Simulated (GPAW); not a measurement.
Here is a GPAW 26.7.0 calculation.

Contents of run.py:

```python
from ase.dft.bandgap import bandgap
from ase.io import read, write
from ase.units import Bohr, GPa
from gpaw import GPAW, PW
from gpaw.elf import elf_from_dft_calculation

atoms = read('CaO.xyz')

calc = GPAW(mode=PW(800),
            xc='PBE',
            kpts={'size': (10, 10, 10), 'gamma': True},
            occupations={'name': 'methfessel-paxton', 'order': 0, 'width': 0.028000000000000004},
            nbands=16,
            convergence={'density': 1e-05, 'energy': 1e-05},
            maxiter=150,
            txt='gpaw.txt')
atoms.calc = calc
energy = atoms.get_potential_energy()
forces = atoms.get_forces()
stress = atoms.get_stress()
calc.write('gs.gpw')
write('result.traj', atoms)
print(f'Energy: {energy:.6f} eV')
print('Forces (eV/A):')
print(forces.round(4))
print('Stress (GPa):', (stress / GPa).round(3))
print('Fermi level:', round(calc.get_fermi_level(), 4), 'eV')
print(f'Gap: {bandgap(calc)[0]:.4f} eV, direct: {bandgap(calc, direct=True)[0]:.4f} eV')

# fields on the real-space grid
write('density.cube', atoms, data=calc.get_pseudo_density() * Bohr**3)
write('potential.cube', atoms, data=calc.get_electrostatic_potential())
write('elf.cube', atoms, data=elf_from_dft_calculation(calc).data)
```

Contents of CaO.xyz:

```xyz
2
Lattice="0.0000000000 2.4035556960 2.4035556960 2.4035556960 0.0000000000 2.4035556960 2.4035556960 2.4035556960 0.0000000000" Properties=species:S:1:pos:R:3 pbc="T T T"
Ca     0.0000000000      0.0000000000      0.0000000000
O      2.4035556960      2.4035556960      2.4035556960
```

Potentials or basis: GPAW PAW data sets (gpaw-data 1.2.1), pw.

The run is started by

```bash
$ OMP_NUM_THREADS=1 python run.py
```

Task: Predict the pressure.

Result: 2.2 GPa.

Task: Predict the band gap on the k mesh.

Result: 3.69 eV, indirect (least direct gap 4.07 eV).

A k mesh can miss the band edges.
